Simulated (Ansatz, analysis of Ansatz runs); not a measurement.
## Se_S in monolayer NbS2Br2: energy, spin and levels

Question: what does Se_S cost in monolayer NbS2Br2, which spin state does it take, and where do its states lie against the vacuum level? Model: a cell of 40 host atoms with 1 S taken out and 1 Se put in, with vacuum above and below.

Main program and level: Ansatz 0.2.0; plane-wave PAW DFT, PBEsol and LDA; supercells relaxed in a periodic cell with vacuum, the primitive cell and the final single points with the Coulomb interaction cut along the normal.

This is a report of a sequence of runs, with most program output left out.

## (1) Starting point

The cell holds 40 atoms: 8 Nb, 15 S, 16 Br and 1 Se. Cell: a = 13.026 Å, b = 13.026 Å, c = 35.000 Å, α = 90.0°, β = 90.0°, γ = 119.7°. It derives from NbS2Br2 (NbS2Br2 monolayer (from P-1)), repeated 2×2×1. Vacuum lies along c. Nearest the centre at fractional (0.549, 0.424, 0.442): Se26 at 0.00 Å, S5 at 2.02 Å, Nb22 at 2.48 Å, Nb31 at 2.48 Å, Br30 at 3.24 Å, Br39 at 3.24 Å, S33 at 3.50 Å, Br29 at 3.53 Å.

Coordinates:

```xyz
40
Lattice="13.0263 -0.0127 0.0000 -6.4383 11.3240 0.0000 0.0000 0.0000 35.0000" Properties=species:S:1:pos:R:3
Nb   -0.0084    0.0077   17.5000
Nb   -0.7636    4.2347   17.5000
S     2.1419    0.8670   18.3500
S    -1.9047    5.1082   19.5195
S     3.5992    3.3690   16.6500
S    -2.0864    4.7961   15.4805
Br   -1.0409    2.0249   19.0311
Br    1.5004    4.3318   19.0311
Br    0.2689    2.2174   15.9689
Br    1.0216    5.5662   15.9689
Nb   -3.2276    5.6697   17.5000
Nb   -3.9827    9.8967   17.5000
S    -1.0772    6.5290   18.3500
S    -5.1239   10.7702   19.5195
S     0.3801    9.0310   16.6500
S    -5.3056   10.4581   15.4805
Br   -4.2601    7.6869   19.0311
Br   -1.7187    9.9938   19.0311
Br   -2.9502    7.8794   15.9689
Br   -2.1976   11.2282   15.9689
Nb    6.5047    0.0013   17.5000
Nb    5.7496    4.2283   17.5000
S     8.6551    0.8606   18.3500
S     4.6084    5.1019   19.5195
S    10.1124    3.3626   16.6500
Se    4.4267    4.7898   15.4805
Br    5.4722    2.0186   19.0311
Br    8.0136    4.3255   19.0311
Br    6.7821    2.2111   15.9689
Br    7.5347    5.5598   15.9689
Nb    3.2856    5.6633   17.5000
Nb    2.5304    9.8903   17.5000
S     5.4359    6.5226   18.3500
S     1.3893   10.7639   19.5195
S     6.8932    9.0246   16.6500
S     1.2076   10.4518   15.4805
Br    2.2531    7.6806   19.0311
Br    4.7944    9.9875   19.0311
Br    3.5629    7.8731   15.9689
Br    4.3156   11.2218   15.9689
```

The cell's shortest repeat is 13.0 Å.

## (2) The perfect sheet

One layer is cut from the bulk crystal and relaxed, atoms and in-plane cell, with the Coulomb interaction cut along the normal so that the layer doesn't feel its images.

cell/input.yaml reads:

```yaml
crystal:
  lattice:
    - [6.622945, 0.0, 0.0]
    - [-3.267765, 5.767036, 0.0]
    - [0.0, 0.0, 28.07475]
  atoms:
    - { symbol: Nb, position: [0.0, 0.0, 0.5000908] }
    - { symbol: Nb, position: [0.2519364, 0.7495533, 0.4999092] }
    - { symbol: S, position: [0.4007622, 0.1494203, 0.5311475] }
    - { symbol: S, position: [0.1559837, 0.9037747, 0.5725697] }
    - { symbol: S, position: [0.8511742, 0.600133, 0.4688525] }
    - { symbol: S, position: [0.0959527, 0.8457786, 0.4274303] }
    - { symbol: Br, position: [0.0161093, 0.3580472, 0.5550797] }
    - { symbol: Br, position: [0.608139, 0.7636996, 0.5550942] }
    - { symbol: Br, position: [0.235827, 0.391506, 0.4449203] }
    - { symbol: Br, position: [0.6437974, 0.9858537, 0.4449058] }
  periodic: [true, true, false]
basis:
  ecutwfc: 420
  xc_grid: 2
hamiltonian:
  xc: pbesol
kpoints:
  mp_grid: { grid: [6, 6, 1] }
scf:
  occupations: { method: fermi_dirac, width: 0.02 }
  max_iter: 80
relax:
  f_tol: 0.005
  max_steps: 60
  cell: {}
output:
  forces: true
checkpoint:
  write: "../cell.run"
  compress: false
  write_wavefunctions: false
  write_every: 100000
```

Run with:

```console
ansatz run input.yaml --threads 4 --pin off --max-ram 10362MiB --backend cpu --events-out ev --progress --plain --runs-dir out
```

Run time: 2.5 min. Hardware: 4 threads of Arm Neoverse V1, shared host; peak memory 2.3 GiB.

The in-plane vectors went from 6.623 and 6.628 Å, as in the bulk, to 6.513 and 6.513 Å; the layer is 4.04 Å thick between its outer atoms.

## (3) Does the sheet stay flat and symmetric?

The defect-free supercell is relaxed from atoms displaced by 0.08 Å at random. A buckling or a charge-density wave of the sheet itself would otherwise be counted to the defect.

pristine.relax/input.yaml reads:

```yaml
crystal:
  lattice:
    - [13.0263107585, -0.0127444863, 0.0]
    - [-6.4382869384, 11.3240093899, 0.0]
    - [0.0, 0.0, 16.0]
  atoms:
    - { symbol: Nb, position: [-0.000311257, 0.0006773869, 0.5000001816] }
    - { symbol: Nb, position: [0.126279447, 0.3740992531, 0.4999998184] }
    - { symbol: S, position: [0.2023850366, 0.0767907636, 0.5531264233] }
    - { symbol: S, position: [0.0767776756, 0.4511839564, 0.6262218604] }
[... 30 atom lines left out ...]
    - { symbol: S, position: [0.9235831534, 0.7979858764, 0.4468735767] }
    - { symbol: S, position: [0.5491905144, 0.9235926836, 0.3737781396] }
    - { symbol: Br, position: [0.5084749989, 0.6788275612, 0.5956943911] }
    - { symbol: Br, position: [0.8044216826, 0.8828786269, 0.5956945561] }
    - { symbol: Br, position: [0.6174931911, 0.6959490788, 0.4043056089] }
    - { symbol: Br, position: [0.8215465074, 0.9918980131, 0.4043054439] }
basis:
  ecutwfc: 420
  xc_grid: 2
hamiltonian:
  xc: pbesol
kpoints:
  mp_grid: { grid: [1, 1, 1] }
scf:
  occupations: { method: fermi_dirac, width: 0.01 }
  max_iter: 80
output:
  forces: true
relax:
  f_tol: 0.015
  max_steps: 100
  random_displacement: { amplitude: 0.08, seed: 8713 }
```

Wall time 50 s (4 threads); peak memory 1.9 GiB; 3.2 min of CPU time.

At the zone centre alone the symmetric supercell lies within 5 meV an atom of the primitive cell's dense mesh.

It ends 0.004 eV below the symmetric cell, so the symmetric sheet is kept as the host.

## (4) Band edges against the vacuum level

With the interaction cut along the normal, the potential far from the sheet is the zero of energy, so band edges and defect states of different cells share one scale, as long as a cell has no dipole along the normal.

host/input.yaml reads:

```yaml
crystal:
  lattice:
    - [6.5131553793, -0.0063722431, 0.0]
    - [-3.2191434692, 5.662004695, 0.0]
    - [0.0, 0.0, 35.0]
  atoms:
    - { symbol: Nb, position: [-0.0006225139, 0.0013547737, 0.500000083] }
    - { symbol: Nb, position: [0.2525588939, 0.7481985063, 0.499999917] }
    - { symbol: S, position: [0.4047700732, 0.1535815272, 0.5242863649] }
    - { symbol: S, position: [0.1535553512, 0.9023679127, 0.5577014219] }
    - { symbol: S, position: [0.8471663068, 0.5959717528, 0.4757136351] }
    - { symbol: S, position: [0.0983810288, 0.8471853673, 0.4422985781] }
    - { symbol: Br, position: [0.0169499977, 0.3576551225, 0.5437460074] }
    - { symbol: Br, position: [0.6088433653, 0.7657572537, 0.5437460828] }
    - { symbol: Br, position: [0.2349863823, 0.3918981575, 0.4562539926] }
    - { symbol: Br, position: [0.6430930147, 0.9837960263, 0.4562539172] }
  periodic: [true, true, false]
basis:
  ecutwfc: 420
  xc_grid: 2
hamiltonian:
  xc: pbesol
kpoints:
  mp_grid: { grid: [2, 2, 1] }
  band_path: { path: [VBM, CBM], npoints: 1 }
scf:
  occupations: { method: fixed }
  max_iter: 80
output:
  forces: true
  eigenvalues: true
  write_potential: true
  volumetric_format: npy
```

The job ended after 31 s (4 threads; peak memory 1.7 GiB).

The band edges were searched for over the zone, on the density of this mesh. The valence top lies 5.55 eV and the conduction bottom 4.01 eV below the vacuum level: a gap of 1.54 eV.

## (5) Relaxing the neutral defect

Atoms start from random displacements, so no symmetry is imposed. The relaxation runs in a plain periodic cell, 18 Å high against 35 Å with the cut-off, with 14 Å between the perfect sheet and its image; that is cheaper, but a defect with a dipole feels the field of its images there. Several total moments are run in turn (0 without spin polarisation, the others held), because an open shell can settle in more than one spin state.

q0.relax/input.yaml reads:

```yaml
crystal:
  lattice:
    - [13.02631076, -0.01274449, 0.0]
    - [-6.43828694, 11.32400939, 0.0]
    - [0.0, 0.0, 18.0]
  atoms:
    - { symbol: Nb, position: [-0.00031126, 0.00067739, 0.50000016] }
    - { symbol: Nb, position: [0.12627945, 0.37409925, 0.49999984] }
    - { symbol: S, position: [0.20238504, 0.07679076, 0.54722349] }
    - { symbol: S, position: [0.07677768, 0.45118396, 0.61219721] }
    - { symbol: S, position: [0.42358315, 0.29798588, 0.45277651] }
    - { symbol: S, position: [0.04919051, 0.42359268, 0.38780279] }
    - { symbol: Br, position: [0.008475, 0.17882756, 0.58506168] }
    - { symbol: Br, position: [0.30442168, 0.38287863, 0.58506183] }
[... 28 atom lines left out ...]
    - { symbol: Br, position: [0.508475, 0.67882756, 0.58506168] }
    - { symbol: Br, position: [0.80442168, 0.88287863, 0.58506183] }
    - { symbol: Br, position: [0.61749319, 0.69594908, 0.41493832] }
    - { symbol: Br, position: [0.82154651, 0.99189801, 0.41493817] }
basis:
  ecutwfc: 420
  xc_grid: 2
hamiltonian:
  xc: pbesol
kpoints:
  mp_grid: { grid: [1, 1, 1] }
scf:
  occupations: { method: fixed }
  max_iter: 80
output:
  forces: true
relax:
  f_tol: 0.02
  max_steps: 80
  random_displacement: { amplitude: 0.08, seed: 8663 }
```

Wall time 53 s (4 threads); peak memory 2.1 GiB; 3.4 min of CPU time.

In the next tables energies count from the displaced start, and moves from the positions in the input.

Relaxation path:

| step | energy less that of the first step (eV) | largest force component (eV/Å) |
| --- | --- | --- |
| 1 | 0.0000 | 2.7955 |
| 2 | -1.3694 | 1.1564 |
| 3 | -1.7363 | 0.1474 |
| 4 | -1.7483 | 0.0192 |
| 5 | -1.7483 | 0.0192 |

The atoms that moved most (Å, from the sites as typed, ahead of the random displacement, the mean shift of all atoms taken out):

| atom | dx | dy | dz | length |
| --- | --- | --- | --- | --- |
| Se26 | -0.004 | -0.006 | -0.177 | 0.177 |
| S13 | -0.004 | -0.006 | 0.038 | 0.039 |
| S5 | -0.015 | -0.026 | 0.023 | 0.038 |
| Br10 | -0.024 | 0.018 | 0.014 | 0.033 |
| S23 | 0.000 | -0.005 | 0.031 | 0.031 |
| Br29 | 0.027 | -0.008 | 0.011 | 0.030 |
| S4 | -0.016 | -0.020 | 0.013 | 0.028 |
| S24 | -0.007 | -0.008 | -0.026 | 0.028 |

The relaxed structure:

```xyz
40
Lattice="13.0263 -0.0127 0.0000 -6.4383 11.3240 0.0000 0.0000 0.0000 18.0000" Properties=species:S:1:pos:R:3
Nb   -0.0114    0.0090    9.0013
Nb   -0.7761    4.2346    9.0109
S     2.1364    0.8675    9.8631
S    -1.9280    5.0872   11.0292
S     3.5767    3.3419    8.1698
S    -2.0896    4.8054    6.9938
Br   -1.0511    2.0210   10.5302
Br    1.4970    4.3298   10.5237
Br    0.2623    2.2221    7.4783
Br    0.9908    5.5832    7.4794
Nb   -3.2339    5.6706    9.0093
Nb   -3.9869    9.8997    9.0013
S    -1.0887    6.5214    9.8850
S    -5.1342   10.7600   11.0169
S     0.3781    9.0325    8.1440
S    -5.2993   10.4765    6.9838
Br   -4.2792    7.6894   10.5275
Br   -1.7219    9.9876   10.5274
Br   -2.9408    7.8793    7.4859
Br   -2.2005   11.2312    7.4768
Nb    6.5029   -0.0009    9.0060
Nb    5.7423    4.2208    8.9797
S     8.6479    0.8546    9.8779
S     4.5940    5.0921   10.9907
S    10.1025    3.3657    8.1500
Se    4.4159    4.7821    6.8005
Br    5.4629    2.0192   10.5228
Br    7.9991    4.3229   10.5218
Br    6.8016    2.2014    7.4765
Br    7.5401    5.5670    7.4701
Nb    3.2716    5.6594    8.9785
Nb    2.5252    9.8922    9.0038
S     5.4230    6.5140    9.8253
S     1.3758   10.7435   11.0249
S     6.8926    9.0312    8.1337
S     1.2085   10.4624    6.9884
Br    2.2470    7.6746   10.5189
Br    4.7960    9.9766   10.5234
Br    3.5547    7.8867    7.4656
Br    4.3048   11.2357    7.4819
```

The atoms nearest to the centre after the run:

| atom | distance (Å) |
| --- | --- |
| Se26 | 0.180 |
| S5 | 2.057 |
| Nb22 | 2.460 |
| Nb31 | 2.466 |
| Br30 | 3.246 |
| Br39 | 3.254 |
| S33 | 3.473 |
| Br29 | 3.548 |
| Br10 | 3.561 |

All neutral relaxations:

| moment (μB) | filling | outcome | structures computed | largest displacement from the input (Å) | added thickness (Å) | time |
| --- | --- | --- | --- | --- | --- | --- |
| 0 | fixed | converged | 5 | 0.18 | 0.19 | 53 s |
| 2 | smeared | converged | 21 | 0.26 | 0.16 | 9.8 min |

With the common shift of the atoms taken out, the largest displacement is 0.18 Å, and the sheet with its defect is 0.19 Å thicker than the perfect one.

## (6) Energies and states on the vacuum scale

Single points with the cut-off give energies without the images along the normal, and levels against the vacuum; the images in the plane remain.

The cell differs from the one that the last finished run ended in (c 18.000 → 35.000 Å).

q0.point.pbesol/input.yaml reads:

```yaml
crystal:
  lattice:
    - [13.02631076, -0.01274449, 0.0]
    - [-6.43828694, 11.32400939, 0.0]
    - [0.0, 0.0, 35.0]
  atoms:
    - { symbol: Nb, position: [-0.0004786, 0.0007971, 0.50003752] }
    - { symbol: Nb, position: [0.12531678, 0.37408964, 0.50031026] }
[... 2 atom lines left out ...]
    - { symbol: S, position: [0.42067553, 0.29559239, 0.47627962] }
[... 16 atom lines left out ...]
    - { symbol: Nb, position: [0.6253942, 0.37343097, 0.49941866] }
[... 3 atom lines left out ...]
    - { symbol: Se, position: [0.54802395, 0.42291373, 0.43715766] }
[... 3 atom lines left out ...]
    - { symbol: Br, position: [0.82227497, 0.49253228, 0.45628797] }
    - { symbol: Nb, position: [0.49844508, 0.50033488, 0.49938592] }
[... 7 atom lines left out ...]
    - { symbol: Br, position: [0.61745895, 0.69715252, 0.45615932] }
    - { symbol: Br, position: [0.82132248, 0.99312803, 0.45662517] }
  periodic: [true, true, false]
basis:
  ecutwfc: 420
  xc_grid: 2
hamiltonian:
  xc: pbesol
kpoints:
  mp_grid: { grid: [1, 1, 1] }
scf:
  occupations: { method: fixed }
  max_iter: 80
output:
  forces: true
  eigenvalues: true
  eigenstates: { localisation: true }
  populations: true
  band_densities: [{ bands: [v1, v1] }, { bands: [c1, c1] }]
  write_density: true
  write_potential: true
  volumetric_format: npy
checkpoint:
  write: "../q0.point.pbesol.run"
  compress: false
  write_wavefunctions: false
  write_every: 100000
```

The job ended after 53 s (4 threads; peak memory 4.1 GiB; 3.4 min of CPU time).

With the cut-off the largest force on the relaxed structure is 0.023 eV/Å, so the structure stays at rest.

States next to the filling edge at the first k-point, on the run's own zero (eigenstates.tsv). The participation number counts the atoms that a state is spread over, of 40; bands count from 0.

| spin | band | energy (eV) | occupation | participation | largest share on | share |
| --- | --- | --- | --- | --- | --- | --- |
| both | 155 | -6.388 | 2.00 | 24.5 | S23 | 0.07 |
| both | 156 | -6.364 | 2.00 | 18.9 | Se26 | 0.13 |
| both | 157 | -5.634 | 2.00 | 17.2 | Nb11 | 0.09 |
| both | 158 | -5.537 | 2.00 | 12.9 | Nb1 | 0.17 |
| both | 159 | -5.533 | 2.00 | 12.4 | Nb11 | 0.14 |
| both | 160 | -5.495 | 2.00 | 8.3 | Nb22 | 0.23 |
| both | 161 | -3.987 | 0.00 | 28.1 | Nb11 | 0.05 |
| both | 162 | -3.712 | 0.00 | 23.6 | Se26 | 0.09 |
| both | 163 | -3.445 | 0.00 | 16.8 | Nb31 | 0.11 |
| both | 164 | -3.436 | 0.00 | 23.1 | Nb21 | 0.07 |
| both | 165 | -3.426 | 0.00 | 21.3 | Nb21 | 0.07 |

Under PBEsol at the zone centre alone, the highest filled state is spread over 8 of 40 atoms, and the lowest empty one, 1.51 eV above it, is spread over 28 of 40 atoms.

Valence electrons by atom (Löwdin), nearest atoms first, with the excess over far atoms of the same element, which can also hold differences between inequivalent host sites (the log counts sites from 0):

| atom | distance from the centre (Å) | electrons | excess |
| --- | --- | --- | --- |
| Se26 | 0.18 | 15.845 | - |
| S5 | 2.06 | 5.932 | 0.047 |
| Nb22 | 2.46 | 12.630 | 0.004 |
| Nb31 | 2.47 | 12.630 | 0.004 |
| Br30 | 3.25 | 7.152 | 0.004 |
| Br39 | 3.25 | 7.152 | 0.005 |
| S33 | 3.47 | 5.873 | -0.011 |
| Br29 | 3.55 | 7.148 | 0.001 |

[end of part 1 of 2]

[Logs are printed without paths, hosts, clocks, repeated set-up lines and the standing remarks that a program may print on its own settings, such as how far it seeks lower states.]

[Hosts, paths, dates, database ids (printed as entryN), source tags and the programs' standing remarks are cut or masked in the printed files.]

[Maps of the electrostatic potential energy from Ansatz leave out the sawtooth potential of an applied field or a dipole correction, so their vacuum need not be flat.]
